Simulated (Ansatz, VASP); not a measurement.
# GeRh: VASP beside Ansatz, part 2 of 2

Aim: how closely do two programs agree when they are given the same cell, functional and k mesh?

VASP 6.6.1 and Ansatz 0.2.0.

So far: The structure; VASP: relaxation of cell and atoms, r2SCAN with rVV10.

### Step 3. Ansatz: relaxation of cell and atoms, r2SCAN with rVV10

Level of this step: Ansatz beside VASP: Kohn-Sham DFT, plane waves, r2SCAN with rVV10 (Ansatz).

Ansatz runs on its default PAW (the set named soft_2) files.

The same cell, functional, mesh and smearing now go to Ansatz, which takes its cutoff from its data sets.

Contents of input.yaml:

```yaml
crystal:
  lattice:
    - [5.7, 0.0, 0.0]
    - [0.0, 3.25, 0.0]
    - [0.0, 0.0, 6.48]
  atoms:
    - { symbol: Ge, position: [0.809, 0.75, 0.564] }
    - { symbol: Ge, position: [0.191, 0.25, 0.436] }
    - { symbol: Ge, position: [0.691, 0.25, 0.064] }
    - { symbol: Ge, position: [0.309, 0.75, 0.936] }
    - { symbol: Rh, position: [0.993, 0.75, 0.202] }
    - { symbol: Rh, position: [0.007, 0.25, 0.798] }
    - { symbol: Rh, position: [0.507, 0.25, 0.702] }
    - { symbol: Rh, position: [0.493, 0.75, 0.298] }
hamiltonian:
  xc: r2scan
  pseudopotentials: { kind: paw }
  dispersion: rvv10
kpoints:
  mp_grid: { grid: [4, 6, 3] }
scf:
  occupations: { method: fermi_dirac, width: 0.05 }
relax:
  f_tol: 0.01
  max_steps: 60
  cell: { stress_tol: 0.05 }
output:
  forces: true
  stress: true
  write_density: true
  write_potential: true
  elf: true
  volumetric_format: npy
```

Started as:

```bash
$ ansatz run input.yaml --threads 4 --pin off --max-ram 9216MiB --backend cpu --events-out ev --progress --plain --runs-dir out
```

Numbers of over 12 decimals in the logs are rounded to 6 here.

Log:

```text
Engine: ansatz 0.2.0, aarch64-unknown-linux-gnu
Pseudopotentials: kind: paw
Pseudopotential: Ge, paw, valence charge 14, recommended cutoff 500 eV (meta_gga), Ge.paw.azcp
Pseudopotential: Rh, paw, valence charge 17, recommended cutoff 500 eV (meta_gga), Rh.paw.azcp
Functional definition: r2SCAN+rVV10
  parameter k0 = 0.174
  parameter k1 = 0.065
  parameter a1 = 4.9479
  exchange = r2scan_x(k0 = k0, k1 = k1, a1 = a1)
  correlation = r2scan_c + rvv10(11.95, 0.0093)
Crystal: 8 atoms, lattice volume = 120.042 Å³
Basis set: ecut = 500 eV, 3037 PW (Γ), exchange–correlation on 192×108×216 points (64 copies of the dense FFT grid, shifted against one another)
Bands: 75, of which v1, the nominal top of the filled ones, is band 62 counted from 1 (61 counted from 0)
Symmetry: 8 space group operations
Space group: Pnma (ITA 62), of the structure as read, at distance tolerance 4.9e-5 Å
k-points: 24 of 72
Non-local potential: Ge, projectors of the file, l = 0: 2, l = 1: 2, l = 2: 3, l = 3: 1
Non-local potential: Rh, projectors of the file, l = 0: 3, l = 1: 2, l = 2: 2, l = 3: 1
PAW form: soft (Blöchl's): semilocal exchange-correlation on the pseudo side does not see the compensation charge
rVV10 density: all electrons in the spheres
PAW frozen core: Ge, regenerated for the run's functional (the file was generated under x = pbe(κ = 0.804, μ = 0.219515), c = pbe(β = 0.066725))
PAW frozen core: Rh, regenerated for the run's functional (the file was generated under x = pbe(κ = 0.804, μ = 0.219515), c = pbe(β = 0.066725))
PAW one-centre angular grid: Ge, 590 points (default); XC on 160 Gauss nodes
PAW one-centre angular grid: Rh, 590 points (default); XC on 160 Gauss nodes
Initial density: superposition of atomic densities (neutral atoms: chi_scale 0, normalization atom), corrected by the library's trained network
Initial wavefunctions: pseudopotential atomic-orbital guess
Functional: x = r2scan, c = r2scan + rvv10(b = 11.95, C = 0.0093); τ floored in thin density (d = 2e-4 eV/Å³)
SCF iter   1: F=—  HF=-42866.011760 eV  |F-HF|=—  |Δ(HF+E_count)|=         —  Δρ=9.30e-3  dr2=2.91e-2  dr2_τ=6.15e-2  ethr=1.77e-3  ⟨swp⟩=6.0  Hψ=6138  notcnv=0  defer=36
preconditioner: auto → Kerker (q_TF=auto, 2.743 Å⁻¹)  [metal: Δε(μ)=0.019 eV  Ē_g=17.892 eV  σ=0.050 eV  W_gap=0.10  n_scr=42 (ndim 8)  ℏωp=32.5 eV  f_vac=0.000  D(μ)=6.60/eV (n_scr^D=72)]
SCF iter   2: F=—  HF=-42866.100281 eV  |F-HF|=—  |Δ(HF+E_count)|=   8.85e-2  Δρ=4.81e-3  dr2=1.42e-2  dr2_τ=5.61e-4  ethr=2.35e-5  ⟨swp⟩=2.0  Hψ=3396  notcnv=0  defer=108
SCF iter   3: F=—  HF=-42866.101110 eV  |F-HF|=—  |Δ(HF+E_count)|=   8.29e-4  Δρ=2.60e-3  dr2=3.77e-3  dr2_τ=3.63e-4  ethr=1.15e-5  ⟨swp⟩=1.1  Hψ=1695  notcnv=0  defer=108
SCF iter   4: F=—  HF=-42866.102018 eV  |F-HF|=—  |Δ(HF+E_count)|=   9.08e-4  Δρ=4.31e-4  dr2=2.81e-4  dr2_τ=2.27e-5  ethr=3.04e-6  ⟨swp⟩=2.0  Hψ=2348  notcnv=0  defer=108
SCF iter   5: F=—  HF=-42866.102062 eV  |F-HF|=—  |Δ(HF+E_count)|=   4.42e-5  Δρ=2.26e-4  dr2=6.02e-5  dr2_τ=1.23e-6  ethr=2.27e-7  ⟨swp⟩=2.2  Hψ=2865  notcnv=0  defer=108
SCF iter   6: F=—  HF=-42866.102071 eV  |F-HF|=—  |Δ(HF+E_count)|=   9.19e-6  Δρ=7.38e-5  dr2=7.68e-6  dr2_τ=3.41e-7  ethr=4.86e-8  ⟨swp⟩=2.0  Hψ=2720  notcnv=0  defer=108
SCF iter   7: F=—  HF=-42866.102071 eV  |F-HF|=—  |Δ(HF+E_count)|=   1.84e-7  Δρ=2.78e-5  dr2=1.04e-6  dr2_τ=7.16e-8  ethr=6.19e-9  ⟨swp⟩=2.0  Hψ=2324  notcnv=0  defer=108
SCF iter   8: F=-42866.102071 eV  HF=-42866.102071 eV  |F-HF|=2.76e-9  |Δ(HF+E_count)|=   1.56e-8  Δρ=6.44e-6  dr2=3.49e-8  dr2_τ=2.64e-9  ethr=8.06e-11  ⟨swp⟩=7.0  Hψ=10891  notcnv=0
SCF 1 converged in 8 iterations: F = -42866.102071 eV  dr2 = 3.49e-8
  greatest PAW one-centre occupation: 1.001 electrons in one spin orbital (limit 2), on the Rh atom at site 7 (counted from 0), in its partial waves of l = 1
relax step   1: F+E_penalty+E_count = -42866.10207092 eV  Δ(F+E_penalty+E_count) = +0.000e0 eV  max|allowed force component| = 1.592e-1 eV/Å  Δτ_max = 0.0000 Å  P = -1.703 GPa  Ω = 120.042 Å³  (8 SCF iters, dr2 threshold 1.00e-7 eV, accepted)
[...]
relax step   2: F+E_penalty+E_count = -42866.12528961 eV  Δ(F+E_penalty+E_count) = -2.322e-2 eV  max|allowed force component| = 6.126e-2 eV/Å  Δτ_max = 0.0092 Å  P = +0.647 GPa  Ω = 118.917 Å³  energy of the carried Pulay correction = +4.262e-4 eV  (7 SCF iters, dr2 threshold 8.00e-7 eV, accepted)
[...]
relax step   3: F+E_penalty+E_count = -42866.14109933 eV  Δ(F+E_penalty+E_count) = -1.581e-2 eV  max|allowed force component| = 1.135e-1 eV/Å  Δτ_max = 0.0139 Å  P = +0.833 GPa  Ω = 119.111 Å³  energy of the carried Pulay correction = +3.523e-4 eV  (6 SCF iters, dr2 threshold 8.00e-7 eV, accepted)
[...]
relax step   4: F+E_penalty+E_count = -42866.11344310 eV  Δ(F+E_penalty+E_count) = +2.766e-2 eV  max|allowed force component| = 1.044e-1 eV/Å  Δτ_max = 0.0544 Å  P = +0.372 GPa  Ω = 120.402 Å³  energy of the carried Pulay correction = -1.356e-4 eV  (8 SCF iters, dr2 threshold 8.00e-7 eV, rejected (line search))
[...]
relax step   5: F+E_penalty+E_count = -42866.15152639 eV  Δ(F+E_penalty+E_count) = -1.043e-2 eV  max|allowed force component| = 4.622e-2 eV/Å  Δτ_max = 0.0329 Å  P = -0.164 GPa  Ω = 120.279 Å³  energy of the carried Pulay correction = -8.911e-5 eV  (12 SCF iters, accepted)
[...]
relax step   6: F+E_penalty+E_count = -42866.15318389 eV  Δ(F+E_penalty+E_count) = -1.657e-3 eV  max|allowed force component| = 9.116e-3 eV/Å  Δτ_max = 0.0097 Å  P = +0.008 GPa  Ω = 119.965 Å³  energy of the carried Pulay correction = +2.894e-5 eV  (6 SCF iters, dr2 threshold 6.04e-7 eV, accepted)
[...]
relax step   7: F+E_penalty+E_count = -42866.15344698 eV  Δ(F+E_penalty+E_count) = -2.631e-4 eV  max|allowed force component| = 9.196e-3 eV/Å  Δτ_max = 0.0000 Å  P = +0.008 GPa  Ω = 119.965 Å³  stress off target by 1.73e-2 GPa  SCF on the basis re-selected at this cell (its energy is not comparable with the rows above)  (7 SCF iters)
basis re-selected at this cell: Δ(F+E_penalty+E_count) = -2.631e-4 eV, ΔP = -0.000 GPa vs the last step (what re-selecting the basis moved, of the pressure what is left beyond the Pulay correction that the steps carried, after the strain that the cell walked since its last selection, with what the two solves' SCF thresholds leave and, on support functions, any second-order correction that the steps lacked; it is no measure of the basis error at this ecutwfc). The dense FFT grid was sized anew with the basis: this SCF ran on 48×30×54 points, the steps before it on 48×27×54, so part of this shift can come from that change (see relax.cell in the input reference). [rest of the remark cut]
SCF converged after 7 iterations
Free energy (F): -42866.153447 eV
Harris-Foulkes:  -42866.153447 eV  (|F-HF|=7.28e-12)
Internal energy: -42866.119516 eV  (E = F + TS)
E sigma→0 (E₀):  -42866.136482 eV
Entropy (-TS):   -0.033931 eV (-4.241 meV/atom)
Fermi energy:    16.743257 eV
--- Per-component energies (eV) ---
  E_band       = -902.488922
  E_kinetic    = 2753.127174
  E_local      = -15146.013964  (includes V_loc(G=0)·N_el)
  E_nonlocal   = 3106.545583
  E_hartree    = 6114.108364
  E_xc         = -1138.306512
  E_vxc        = -1535.962740  (∫ρ·V_xc dr)
  E_paw        = -22559.122809  (= ΣΔE_a)
  E_vpaw       = -2410.165558  (= ΣTr[D̂ρ^β])
  E_aug_tail   = 0.001810  (compensation charges beyond the density's cutoff)
  E_vtau       = 101.762118  (kinetic-family band-sum trace: ∫τ·v_τ [+ j·A + Jᵃ·Aᵃ] dr)
  E_ewald      = -15990.636262
  E_core_change = -5.822901  (= ΣΔE_core)
  E_smearing   = -0.033931  (= −TS)
  E_closure    = -0.000000  (closes the sum)
  Σ components = -42866.153447   (vs F -42866.153447, Δ=0.00e0)
--- Forces (eV/Å), atoms counted from 1 ---
  atom   1  Ge    -0.00756708     0.00000000     0.00458071
  atom   2  Ge     0.00756708     0.00000000    -0.00458071
  atom   3  Ge     0.00756708     0.00000000     0.00458071
  atom   4  Ge    -0.00756708     0.00000000    -0.00458071
  atom   5  Rh     0.00392568     0.00000000     0.00919561
  atom   6  Rh    -0.00392568     0.00000000    -0.00919561
  atom   7  Rh    -0.00392568     0.00000000     0.00919561
  atom   8  Rh     0.00392568     0.00000000    -0.00919561
  max |Σ_I F_I| component: 4.34e-18 eV/Å
--- Stress (GPa, compression-positive) ---
        0.014543       0.000000       0.000000
        0.000000      -0.009252       0.000000
        0.000000       0.000000       0.017257
  P = ⅓ Tr σ = 0.0075 GPa (0.075 kbar)
--- Band table (eV; the first three rows and the last of 24) ---
  k-point 0: bands = [... 58 lower, 15.4853, 15.6269, 15.7888, 16.6006, 17.5400, 17.7687, 19.4839, 19.7115, ... 9 higher]
  k-point 1: bands = [... 58 lower, 15.6885, 15.7301, 15.8698, 16.0976, 17.8306, 18.9990, 19.0182, 20.2149, ... 9 higher]
  k-point 2: bands = [... 58 lower, 15.6102, 15.6709, 16.7150, 16.7810, 16.8532, 17.6174, 19.6873, 19.9593, ... 9 higher]
  k-point 23: bands = [... 58 lower, 15.7643, 15.7643, 16.3988, 16.3988, 16.3988, 16.3988, 20.0580, 20.0580, ... 9 higher]
--- Relaxed structure (6 steps of the walk, 5 accepted, 1 SCFs on fresh bases) ---
  F+E_penalty+E_count = -42866.15344698 eV   max|allowed force component| = 9.196e-3 eV/Å   (the final SCF, on the basis selected at the relaxed cell)
  cell:  # Å, volume = 119.9653 Å³
    - [5.609100, 0.0, 0.0]
    - [0.0, 3.379813, 0.0]
    - [0.0, 0.0, 6.328047]
  atoms:
    - { symbol: Ge, position: [0.810300, 0.75, 0.569977] }
    - { symbol: Ge, position: [0.189700, 0.25, 0.430023] }
    - { symbol: Ge, position: [0.689700, 0.25, 0.069977] }
    - { symbol: Ge, position: [0.310300, 0.75, 0.930023] }
    - { symbol: Rh, position: [0.994661, 0.75, 0.202298] }
    - { symbol: Rh, position: [0.00533871, 0.25, 0.797702] }
    - { symbol: Rh, position: [0.505339, 0.25, 0.702298] }
    - { symbol: Rh, position: [0.494661, 0.75, 0.297702] }
```

Elapsed: 82 s, on 4 threads of Arm Neoverse V1, shared host; peak memory 0.99 GiB.

### Step 4. Side by side

Known differences besides the potentials themselves: VASP keeps PBE cores, Ansatz makes them for the functional; both relaxations stop at a tolerance, which leaves soft axes loose, and VASP keeps its plane-wave basis; the data sets hold 124 valence electrons in Ansatz (default PAW (the set named soft_2) files) and 116 in VASP; the cutoff is 500 eV in Ansatz and 520 eV in VASP; Ansatz adds a Pulay correction to the stress that steers its cell, VASP none. Total energies have different zeros and are not compared.

The two programs side by side:

```
                                         quantity  Ansatz    VASP  difference
                                      volume (Å³)  119.97  120.20     -0.20 %
edge a after relaxation, in the typed setting (Å)   5.609   5.614     -0.09 %
edge b after relaxation, in the typed setting (Å)   3.380   3.378     +0.04 %
edge c after relaxation, in the typed setting (Å)   6.328   6.337     -0.15 %
```

The walks stopped with 0.01 GPa left in Ansatz and 0.02 GPa in VASP; each walk ends within a tolerance, so the volume difference is uncertain by about these residues over the bulk modulus, most in soft cells.

### Step 5. What came out

- difference in volume (relaxation of cell and atoms, r2SCAN with rVV10): -0.20 %

What this shows: The difference in volume is -0.20 % (relaxation of cell and atoms, r2SCAN with rVV10), within the 1.2 % picked in this series as the mark of a large difference, as far as the stopping tolerances let one tell. How closely two codes agree says nothing of how well the functional describes the real material.

[Lines on the potential files, build, host, timing and source positions are cut from VASP's logs without a mark.]

[Logs are printed without paths, hosts, clocks, repeated set-up lines and the standing remarks that a program may print on its own settings, such as how far it seeks lower states.]

[Hosts, paths, dates, database ids (printed as entryN), source tags and the programs' standing remarks are cut or masked in the printed files.]
